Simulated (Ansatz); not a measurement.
Relaxation of GaSb

The calculation used Ansatz, DFT PBE, scalar-relativistic, plane waves, PAW. Settings: 420 eV cutoff, 14×14×14 k-mesh, Gaussian smearing of 0.10 eV, no spin polarisation.

What was changed: relaxed at 50 GPa.

The real crystal has changed phase below this pressure.

Command:

```bash
ansatz run input.yaml --threads 1 --pin off --max-ram 2560MiB --backend cpu --events-out ev --progress --plain --runs-dir out
```

Input:

```yaml
crystal:
  lattice:
    - [0.0, 2.7512236823, 2.7512236823]
    - [2.7512236823, 0.0, 2.7512236823]
    - [2.7512236823, 2.7512236823, 0.0]
  atoms:
    - { symbol: Ga, position: [0.0, 0.0, 0.0] }
    - { symbol: Sb, position: [0.75, 0.75, 0.75] }
basis:
  ecutwfc: 420
kpoints:
  mp_grid: { grid: [14, 14, 14] }
hamiltonian:
  xc: pbe
scf:
  occupations: { method: gaussian, width: 0.1 }
output:
  forces: true
  stress: true
  eigenvalues: true
relax:
  adjacent_minimum: "off"
  f_tol: 0.008
  max_steps: 50
  cell: { stress_tol: 0.08, p_target: 50.0 }
```

F is the free energy. Steps run on the plane waves of an earlier cell, but the last one, and at times one on the way, on a freshly chosen basis, so a repeated geometry can differ a little in energy. The relaxation lowers the enthalpy F + PV at the target pressure, so F itself can rise.

Steps:

| step | F − F(1) (eV) | largest force component (eV/Å) | V (Å³/atom) | P (GPa) |
| --- | --- | --- | --- | --- |
| 1 | 0.0000 | 0.000 | 20.825 | 38.50 |
| 2 | 1.3068 | 0.000 | 18.726 | 63.26 |
| 3 | 0.5610 | 0.000 | 19.794 | 49.23 |
| 4 | 0.5990 | 0.000 | 19.733 | 49.95 |
| 5 | 0.5998 | 0.000 | 19.733 | 49.96 |

Relaxed structure:

```xyz
2
Lattice="0.0000 2.7023 2.7023 2.7023 0.0000 2.7023 2.7023 2.7023 0.0000" Properties=species:S:1:pos:R:3 pbc="T T T"
Ga    0.0000    0.0000    0.0000
Sb    4.0534    4.0534    4.0534
```

The structure is cubic, space group F-43m (No. 216). Conventional cell: a = 5.405 Å, b = 5.405 Å, c = 5.405 Å, α = 90.00°, β = 90.00°, γ = 90.00°. Ga (site symmetry -43m) has 4 Sb at 2.34 Å as nearest neighbours. Sb (site symmetry -43m) is surrounded by 4 Ga at 2.34 Å.

The run converged. It took 77 s on 1 thread of Intel(R) Xeon(R) Platinum 8259CL CPU @ 2.50GHz (Skylake/Cascade Lake) (shared host), peak memory 0.47 GiB.